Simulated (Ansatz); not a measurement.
**diamond against fcc along the alkali metals**

Level of theory: DFT, revPBE, plane waves (420 eV) with PAW, scalar-relativistic (Ansatz). (PAW data from PBE, frozen cores regenerated.)

Each structure is relaxed within its symmetry, in the lowest magnetic state of the tried starts. Differences under about 8 meV lie within the error of the k-point mesh.

| element | E(diamond) − E(fcc) (meV/atom) | V(diamond) (Å³/atom) | V(fcc) (Å³/atom) | state of diamond | state of fcc |
| --- | --- | --- | --- | --- | --- |
| Li | 509 | 27.25 | 21.12 | spin not included | spin not included |
| Na | ? | ? | ? | ? | ? |
| K | 289 | 122.18 | 80.11 | spin not included | spin not included |
| Rb | 253 | 156.55 | 99.71 | spin not included | spin not included |
| Cs | 240 | 206.38 | 128.75 | spin not included | spin not included |

(1) Fill in the row of Na.

Results:

(1) E(diamond) − E(fcc) (meV/atom): 332; V(diamond) (Å³/atom): 58.22; V(fcc) (Å³/atom): 39.40; state of diamond: spin not included; state of fcc: spin not included.
